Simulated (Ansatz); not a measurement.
# AlRu (Pm-3m) in Ansatz: single point with PBEsol

Aim: the single point of AlRu with PBEsol.

Program: Ansatz 0.2.0. These are calculated values, not measurements. Logs are shortened: lines on timing, memory, paths and dates and some standing lists are left out, and cuts for length are marked.

## (1) The cell of the first run

Symmetry: Pm-3m, No. 221, cubic system. Conventional cell: a = 2.992 Å, b = 2.992 Å, c = 2.992 Å, α = 90.00°, β = 90.00°, γ = 90.00°. Around Ru (site symmetry m-3m) lie 8 Al at 2.59 Å. Al (site symmetry m-3m) is surrounded by 8 Ru at 2.59 Å.

## (2) Single point, PBEsol (strain_shear_xy = 0)

Contents of input.yaml:

```yaml
crystal:
  lattice:
    - [2.9916, 0.0, 0.0]
    - [0.0, 2.9916, 0.0]
    - [0.0, 0.0, 2.9916]
  atoms:
    - { symbol: Ru, position: [0.5, 0.5, 0.5] }
    - { symbol: Al, position: [0.0, 0.0, 0.0] }
kpoints:
  mp_grid: { grid: [9, 9, 9] }
scf:
  occupations: { method: fermi_dirac, width: 0.05 }
hamiltonian:
  xc: pbesol
  pseudopotentials: { kind: all_electron, lapw: { basis_error: 0.001 } }
output:
  forces: true
  stress: true
  eigenvalues: true
```

Potentials or basis: all-electron LAPW, scalar-relativistic.

Launch:

```bash
$ ansatz run input.yaml --threads 1 --pin off --max-ram 3072MiB --backend cpu --events-out ev --progress --plain --runs-dir out
```

What it wrote:

```text
Warning: RAYON_NUM_THREADS=1 ignored (pool sized by the plan → 1); use --threads N
LAPW: plane waves up to 7.951 Å⁻¹, error target 1.0e-3 eV per atom; small_component_spin mean_spin; Al in spheres of 1.169 Å, 11 of its electrons in bands, Dirac shells []; Ru in spheres of 1.422 Å, 26 of its electrons in bands, Dirac shells [] (how accurate: hamiltonian.pseudopotentials.lapw.basis_error, Limitations)
Engine: ansatz 0.2.0, x86_64-unknown-linux-gnu
Pseudopotentials: kind: all_electron
Pseudopotential: Ru, LAPW, valence charge 26, lapw/all_electron/scalar/gaussian/Ru, Koelling and Harmon's equation, gaussian nucleus
Pseudopotential: Al, LAPW, valence charge 11, lapw/all_electron/scalar/gaussian/Al, Koelling and Harmon's equation, gaussian nucleus
Functional definition: PBEsol
  exchange = pbesol_x
  correlation = pbesol_c
Crystal: 2 atoms, lattice volume = 26.774 Å³
Basis set: ecut = 240.8579873711033 eV, 251 PW (Γ), exchange–correlation at level 2
Bands: 23, of which v1, the nominal top of the filled ones, is band 19 counted from 1 (18 counted from 0)
Symmetry: 48 space group operations
Space group: Pm-3m (ITA 221), of the structure as read, at distance tolerance 3.0e-5 Å
k-points: 35 of 729
Non-local potential: Ru, projectors of the file, none
Non-local potential: Al, projectors of the file, none
Initial density: superposition of atomic densities (chi_scale 0.1, normalization cell, long waves kept (reshape's long-wave potential 0.00 eV rms))
Initial wavefunctions: plane waves of lowest kinetic energy (no species holds an atomic orbital)
Functional: x = pbesol(κ = 0.804, μ = 0.12345679012345678), c = pbesol(β = 0.046)
iter 1 solved again at ethr=7.83e-4 eV; its pass at ethr=1.00e-1 eV (dr2=2.90e-1 eV) is discarded
SCF iter   1: F=—  HF=-129829.556626 eV  |F-HF|=—  |Δ(HF+E_count)|=         —  Δρ=3.65e-2  dr2=2.91e-1  ethr=7.83e-4  ⟨swp⟩=2.5  Hψ=5321  notcnv=0
preconditioner: auto → none  [metal: Δε(μ)=0.105 eV  Ē_g=8.814 eV  σ=0.050 eV  W_gap=0.42  n_scr=6 (ndim 8)  ℏωp=23.8 eV  f_vac=0.000  D(μ)=1.02/eV (n_scr^D=6)  sad-step TF]
SCF iter   2: F=—  HF=-129829.250246 eV  |F-HF|=—  |Δ(HF+E_count)|=   3.06e-1  Δρ=3.07e-2  dr2=4.03e-1  ethr=7.83e-4  ⟨swp⟩=3.0  Hψ=2576  notcnv=0
iter 3 solved again at ethr=3.54e-5 eV; its pass at ethr=7.83e-4 eV (dr2=1.31e-2 eV) is discarded
SCF iter   3: F=—  HF=-129828.866877 eV  |F-HF|=—  |Δ(HF+E_count)|=   3.83e-1  Δρ=8.88e-3  dr2=1.31e-2  ethr=3.54e-5  ⟨swp⟩=2.0  Hψ=3882  notcnv=0
SCF iter   4: F=—  HF=-129828.853735 eV  |F-HF|=—  |Δ(HF+E_count)|=         —  Δρ=1.75e-3  dr2=1.14e-3  ethr=3.54e-5  ⟨swp⟩=2.0  Hψ=2261  notcnv=0
the basis was enlarged: its passes take 583.2 KiB over the memory plan, 1 of 1 planned eigensolver slots
SCF iter   5: F=—  HF=-129828.852138 eV  |F-HF|=—  |Δ(HF+E_count)|=   1.60e-3  Δρ=1.76e-4  dr2=3.83e-6  ethr=3.07e-6  ⟨swp⟩=2.0  Hψ=2266  notcnv=0
SCF iter   6: F=—  HF=-129828.852133 eV  |F-HF|=—  |Δ(HF+E_count)|=   4.66e-6  Δρ=2.55e-5  dr2=7.53e-8  ethr=1.04e-8  ⟨swp⟩=2.4  Hψ=2287  notcnv=0
SCF iter   7: F=-129828.852133 eV  HF=-129828.852133 eV  |F-HF|=4.62e-8  |Δ(HF+E_count)|=   3.98e-8  Δρ=6.87e-6  dr2=1.40e-8  ethr=2.03e-10  ⟨swp⟩=2.4  Hψ=2293  notcnv=0
SCF 1 converged in 7 iterations: F = -129828.852133 eV  dr2 = 1.40e-8
SCF converged after 7 iterations
Free energy (F): -129828.852133 eV
Harris-Foulkes:  -129828.852133 eV  (|F-HF|=4.62e-8)
Internal energy: -129828.837196 eV  (E = F + TS)
E sigma→0 (E₀):  -129828.844664 eV
Entropy (-TS):   -0.014938 eV (-7.469 meV/atom)
Fermi energy:    18.202410 eV
--- Per-component energies (eV) ---
  E_band       = -3018.594160
  E_kinetic    = 134742.441232
  E_xc         = -4074.604888
  E_electrostatic = -260496.673540  (all electrons and nuclei)
  E_smearing   = -0.014938  (= −TS)
  E_closure    = 0.000000  (closes the sum)
  E_atoms      = -129813.334980  (free atoms, spherical and without spin; not in F)
  Σ components = -129828.852133   (vs F -129828.852133, Δ=0.00e0)
  Basis errors (estimates in eV, not in F): energy 2.9e-4 per atom: plane waves 2.4e-4 (1.3e-4 summed), levels above the bands 2.3e-78, relativity 1.3e-8, radial functions 4.6e-5, core shells 1.7e-7; eigenvalues (radial functions only) 2.2e-6; not estimated: angular momenta, meshes, grids; target (lapw.basis_error) 1.0e-3; muffin-tin radii Al 1.169 Å, Ru 1.422 Å
--- Forces (eV/Å), atoms counted from 1 ---
  atom   1  Ru     0.00000000     0.00000000     0.00000000
  atom   2  Al    -0.00000000     0.00000000     0.00000000
  max |Σ_I F_I| component: 5.26e-30 eV/Å
--- Stress (GPa, compression-positive) ---
       -3.372189       0.000000       0.000000
        0.000000      -3.372189       0.000000
        0.000000       0.000000      -3.372189
  P = ⅓ Tr σ = -3.3722 GPa (-33.722 kbar)
--- Band table (eV; the first three rows and the last of 35) ---
  k-point 0: bands = ["-250.3057", "-250.3057", "-250.2719", "-250.2719", "-250.2719", "-83.3887", "-53.4632", "-45.0655", "-45.0655", "-45.0655", "-23.4322", "-23.4322", "-23.4322", "8.6041", "14.6846", "14.6846", "18.4494", "18.4494", "18.4494", "24.3382", "24.3382", "24.3382", "29.2803"]
  k-point 1: bands = ["-250.3057", "-250.3057", "-250.2719", "-250.2719", "-250.2719", "-83.3887", "-53.4615", "-45.0662", "-45.0654", "-45.0654", "-23.4572", "-23.4301", "-23.4301", "8.8400", "14.7610", "14.7665", "18.1670", "18.1670", "18.4780", "23.3151", "24.8008", "24.8008", "28.7644"]
  k-point 2: bands = ["-250.3057", "-250.3057", "-250.2719", "-250.2719", "-250.2719", "-83.3885", "-53.4569", "-45.0681", "-45.0652", "-45.0652", "-23.5202", "-23.4250", "-23.4250", "9.5218", "14.8216", "14.9855", "17.5701", "17.5701", "18.5515", "21.6963", "25.9401", "25.9401", "27.6245"]
  k-point 34: bands = ["-250.3057", "-250.3057", "-250.2719", "-250.2719", "-250.2719", "-83.3873", "-53.4182", "-45.0712", "-45.0711", "-45.0711", "-23.5894", "-23.5890", "-23.5890", "13.5255", "13.7519", "13.7519", "19.4526", "19.4526", "21.1754", "21.4112", "22.7350", "22.7350", "27.0244"]
```

Wall time 14 s (1 thread of Intel Xeon at 2.50GHz (Skylake/Cascade Lake), shared host); peak memory 0.31 GiB.

Results:

| Property | Result |
| --- | --- |
| Free energy | -129828.8521 eV |
| Pressure | -3.4 GPa |
| Band gap on the k mesh | none (metal or under the smearing width) |

Levels at points of the mesh, in eV from the Fermi level:
```tsv
k point	band 16	band 17	band 18	band 19	band 20	band 21	band 22	band 23
(0.00, 0.00, 0.00)	-3.52	0.25	0.25	0.25	6.14	6.14	6.14	11.08
```
